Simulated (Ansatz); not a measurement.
Crystal: Sb.

```
Sb
1.0
     0.00000    2.37124    2.37124
     2.37124    0.00000    2.37124
     2.37124    2.37124    0.00000
Sb
1
Direct
  0.00000 0.00000 0.00000
```

This isn't the form of Sb at room conditions, which is rhombohedral.

Program: Ansatz 0.2.0. Alike in all runs: potentials or basis Ansatz PAW; cell as given; cutoff (eV) 420. Hardware: 2 threads of Intel(R) Xeon(R) Platinum 8259CL CPU @ 2.50GHz (Skylake/Cascade Lake), on a shared host.

Q: Order these runs on this cell by their wall time, lowest first.
A. task band structure; level LDA; spin SOC, no magnetisation; k mesh 7 × 7 × 7; smearing fermi-dirac 0.05 eV; points for each segment of the path 14
B. task band structure; level LDA; spin off; k mesh 10 × 10 × 10; smearing fermi-dirac 0.05 eV; points for each segment of the path 14
C. task single point; level PBE; spin off; k mesh 10 × 10 × 10; smearing gaussian 0.011 eV

A: C (0.96 s), B (2.6 s), A (7.2 s).
